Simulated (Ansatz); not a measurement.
Relaxation of GaN

Level of theory: Ansatz, DFT PBE, scalar-relativistic, plane waves, PAW. (420 eV cutoff, 12×12×6 k-mesh, Gaussian smearing of 0.02 eV, no spin polarisation)

What was changed in BN: B → Ga on all its sites, cell and atoms relaxed.

Command:

```bash
ansatz run input.yaml --threads 1 --pin off --max-ram 2560MiB --backend cpu --events-out ev --progress --plain --runs-dir out
```

Input:

```yaml
crystal:
  lattice:
    - [3.3165693073, 0.0, 0.0]
    - [-1.6582846537, 2.8722332735, 0.0]
    - [0.0, 0.0, 4.9330770988]
  atoms:
    - { symbol: Ga, position: [0.3333333333, 0.6666666667, 0.25] }
    - { symbol: Ga, position: [0.6666666667, 0.3333333333, 0.75] }
    - { symbol: "N", position: [0.3333333333, 0.6666666667, 0.75] }
    - { symbol: "N", position: [0.6666666667, 0.3333333333, 0.25] }
basis:
  ecutwfc: 420
kpoints:
  mp_grid: { grid: [12, 12, 6] }
hamiltonian:
  xc: pbe
scf:
  occupations: { method: gaussian, width: 0.02 }
output:
  forces: true
  stress: true
  eigenvalues: true
relax:
  adjacent_minimum: "off"
  f_tol: 0.01
  max_steps: 60
  cell: { stress_tol: 0.1 }
```

F is the free energy. Steps run on the plane waves of an earlier cell, but the last one, and at times one on the way, on a freshly chosen basis, so a repeated geometry can differ a little in energy.

Steps:

```
step F − F(1) (eV) largest force component (eV/Å) V (Å³/atom) P (GPa)
   1         0.0000                           0.000       11.748     0.07
   2        -0.0005                           0.000       11.734     0.11
   3        -0.0007                           0.000       11.735    -0.74
   4        -0.0019                           0.000       11.666     0.26
   5        -0.0017                           0.000       11.695     0.00
   6        -0.0010                           0.000       11.695    -0.02
```

Relaxed structure:

```yaml
crystal:
  lattice:
    - [3.32416, 0.00000, 0.00000]
    - [-1.66208, 2.87881, 0.00000]
    - [0.00000, 0.00000, 4.88822]
  atoms:
    - { symbol: Ga, position: [0.33333, 0.66667, 0.25000] }
    - { symbol: Ga, position: [0.66667, 0.33333, 0.75000] }
    - { symbol: N, position: [0.33333, 0.66667, 0.75000] }
    - { symbol: N, position: [0.66667, 0.33333, 0.25000] }
```

Symmetry: P6_3/mmc, No. 194, hexagonal system. The conventional cell has a = 3.324 Å, b = 3.324 Å, c = 4.888 Å, α = 90.00°, β = 90.00°, γ = 120.00°. Ga (site symmetry -6m2) has 3 N at 1.92 Å as nearest neighbours. N (site symmetry -6m2) has 3 Ga at 1.92 Å as nearest neighbours.

The run converged. The run took 16 s on 1 thread of AMD EPYC 7R43 64-Core Processor (Zen 3), on a shared host, peak memory 0.42 GiB.